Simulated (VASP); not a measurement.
A run of VASP 6.6.1 is set up as follows.

File INCAR:

```
SYSTEM = GaP
PREC = Accurate
ENCUT = 520
EDIFF = 1E-6
ISMEAR = -1
SIGMA = 0.05
LREAL = .False.
LASPH = .True.
NELM = 100
ALGO = Normal
ISIF = 2
LWAVE = .False.
LCHARG = .False.
METAGGA = LAK
LMIXTAU = .True.
```

The input KPOINTS:

```
regular mesh
0
Gamma
  8 8 8
  0 0 0
```

The input POSCAR:

```
GaP
1.0
    0.0000000000      2.7252500000      2.7252500000
    2.7252500000      0.0000000000      2.7252500000
    2.7252500000      2.7252500000      0.0000000000
Ga P
1 1
Direct
    0.0000000000      0.0000000000      0.0000000000
    0.7500000000      0.7500000000      0.7500000000
```

The input KPOINTS_OPT:

```
path GXWKGLUWLK,UX
20
line-mode
reciprocal
 0.0000000000  0.0000000000  0.0000000000  G
 0.5000000000  0.0000000000  0.5000000000  X

 0.5000000000  0.0000000000  0.5000000000  X
 0.5000000000  0.2500000000  0.7500000000  W

 0.5000000000  0.2500000000  0.7500000000  W
 0.3750000000  0.3750000000  0.7500000000  K

 0.3750000000  0.3750000000  0.7500000000  K
 0.0000000000  0.0000000000  0.0000000000  G

 0.0000000000  0.0000000000  0.0000000000  G
 0.5000000000  0.5000000000  0.5000000000  L

 0.5000000000  0.5000000000  0.5000000000  L
 0.6250000000  0.2500000000  0.6250000000  U

 0.6250000000  0.2500000000  0.6250000000  U
 0.5000000000  0.2500000000  0.7500000000  W

 0.5000000000  0.2500000000  0.7500000000  W
 0.5000000000  0.5000000000  0.5000000000  L

 0.5000000000  0.5000000000  0.5000000000  L
 0.3750000000  0.3750000000  0.7500000000  K

 0.6250000000  0.2500000000  0.6250000000  U
 0.5000000000  0.0000000000  0.5000000000  X
```

Potentials or basis: VASP PAW PBE potentials, release 64 (Ga_d, P).

Launch:

```bash
$ cat potpaw_PBE.64/Ga_d/POTCAR potpaw_PBE.64/P/POTCAR > POTCAR
$ mpirun -np 1 vasp_std > vasp.out
```

(1) What does it give for the band gap along the path?

(2) Estimate the pressure.

(3) Predict the band gap on the k mesh.

## Answers

(1) 2.24 eV, indirect (least direct gap 2.93 eV).

(2) 3.5 GPa.

(3) 2.28 eV, indirect (least direct gap 2.93 eV).

Caveat: the PAW data sets were made with another functional, which shifts forces and pressure a little.

**Measured values to compare with.**

From “Stacking defects in GaP nanowires: Electronic structure and optical properties”, 2018, arxiv:1810.01194, for a bulk crystal of GaP at 10 K: band gap 2.34 eV (indirect).

Measured gap of GaP: 2.34 eV (indirect; 10 K; quoted in “Stacking defects in GaP nanowires: Electronic structure and optical properties”, 2018, arxiv:1810.01194). This calculation gives 2.24 eV (-0.10 eV). Spin-orbit coupling on Ga is left out. The value is that of LAK, without temperature or zero-point motion.
